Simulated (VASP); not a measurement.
H under changes of volume

One of the cells (45.450 Å³/atom); the others are scaled copies at fixed shape and fractional positions:

```xyz
2
Lattice="5.2045 0.0000 0.0000 -2.6022 4.5072 0.0000 0.0000 0.0000 3.8750" Properties=species:S:1:pos:R:3 pbc="T T T"
H     2.6022    1.5024    2.9063
H     0.0000    3.0048    0.9688
```

The real solid is made of molecules; this cell is a model form.

* Program: VASP 6.6.1
* Functional: PBE
* Potentials or basis: VASP PAW PBE potentials, release 64 (H)
* Cutoff: 520 eV
* k mesh: 6 × 6 × 7
* Occupations: fermi-dirac, width 0.05 eV
* Spin: no spin polarisation

```tsv
volume (Å³/atom)	energy over the lowest point (meV/atom)	pressure (GPa)
41.885	0.00	-1.8
42.776	?	?
43.667	19.44	-1.7
45.450	37.31	-1.5
46.341	45.72	-1.5
47.232	53.81	-1.4
```

**Question.** What does the run at 42.776 Å³/atom give?

**Answer.** Energy over the lowest point 9.92 meV/atom; pressure -1.7 GPa.

Worked out: A Birch-Murnaghan fit of order 3 (a polynomial in V^(-2/3)) to the other rows has no minimum within the range. It gives 9.93 meV/atom at 42.776 Å³/atom, against the run's 9.92, and -dE/dV = -1.7 GPa, against -1.7.

Energies are extrapolated to zero smearing.
